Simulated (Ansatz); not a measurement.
# Pt under changes of volume

One of the cells (15.080 Å³/atom); the others are scaled copies at fixed shape and fractional positions:

```xyz
1
Lattice="0.0000 1.9609 1.9609 1.9609 0.0000 1.9609 1.9609 1.9609 0.0000" Properties=species:S:1:pos:R:3 pbc="T T T"
Pt    0.0000    0.0000    0.0000
```

```yaml
Program: Ansatz 0.2.0
Functional: r2SCAN
Potentials_or_basis: Ansatz PAW
Cutoff: "500 eV (not typed: the program's choice for these potentials)"
k_mesh: 12 × 12 × 12
Occupations: fermi-dirac, width 0.05 eV
Spin: no spin polarisation
```

```csv
volume (Å³/atom),energy over the lowest point (meV/atom),pressure (GPa)
14.175,81.95,25.5
14.477,41.73,17.5
14.778,15.74,10.4
15.080,2.33,4.1
15.381,0.00,-1.4
15.683,7.44,-6.3
15.985,?,?
```

Q: What does the run at 15.985 Å³/atom give?

A: Energy over the lowest point 23.48 meV/atom; pressure -10.5 GPa.

Worked out: A Birch-Murnaghan fit of order 3 (a polynomial in V^(-2/3)) to the other rows has its minimum at 15.30 Å³/atom with B0 = V·E''(V) = 273 GPa and B' = 5.3. It gives 23.57 meV/atom at 15.985 Å³/atom, against the run's 23.48, and -dE/dV = -10.7 GPa, against -10.5.

Energies are extrapolated to zero smearing.

Caveats: the PAW data sets come from PBE, with cores solved anew for the run's functional, which leaves a small shift of forces and pressure.
